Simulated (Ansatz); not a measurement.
**Do energy and pressure agree? Two volumes of NaBr (I4mm, 2 atoms in the cell)**

```xyz
2
Lattice="0.0000 2.9701 2.9701 2.9701 0.0000 2.9701 2.9701 2.9701 0.0000" Properties=species:S:1:pos:R:3 pbc="T T T"
Na     0.0000     0.0000     0.0500
Br     2.9701     2.9701     2.9701
```

Method of the run: PBE (plane waves, PAW; Ansatz, a quantum-chemistry and plane-wave program).

Settings: basis.ecutwfc = 1010 eV; kpoints.mp_grid.grid = 7 7 7; hamiltonian.xc = pbe; hamiltonian.pseudopotentials = {kind: paw} (the program's default PAW files); scf.occupations.method = fermi_dirac; scf.occupations.width = 0.02 eV. This cutoff ends a ladder whose last two steps agree within 1 meV/atom.

The second cell is the first with its lattice scaled by 0.98, at the same fractional positions.

The starting cell has typed, rounded lattice constants, without a prior relaxation at this level. Its lattice was rescaled by up to half a per cent. One atom was moved a little off its site on purpose. Ansatz's pressure includes its estimate of the finite-basis (Pulay) stress.

| cell | volume (Å³/atom) | pressure (GPa) | F less the first cell's (meV/atom) |
|---|---|---|---|
| first | 26.2001 | 1.06 | 0.00 |
| second | 24.6593 | 2.74 | ? |

Q: Estimate the energy of the second cell from the pressures, and the bulk modulus between the two volumes.

A: With P = −dF/dV, the trapezoid gives ΔF ≈ −(P₁ + P₂)/2 · ΔV = −(1.900 GPa) · (-1.5408 Å³) = 18.27 meV/atom (1 eV/Å³ = 160.22 GPa). The modulus at fixed fractional positions is B = −ΔP/Δln V = 28 GPa, a mean over the interval; zero pressure lies outside it, so this is not the modulus at equilibrium. P(V) is curved, so the trapezoid lies high by about |ΔV|³·B·(1 + B′)/(12·V̄²) = 0.41 meV/atom for an assumed B′ = 4, which leaves 17.86 meV/atom. The runs gave 17.84 meV/atom, a miss of 0.02 meV/atom. Cases were kept where this miss is small, so the page shows the method and is no test of it.

Left out of this page: 15 runs of the series outside the window shown, repeating another row's setting, or not comparable.

Keys are those of Ansatz 0.2.
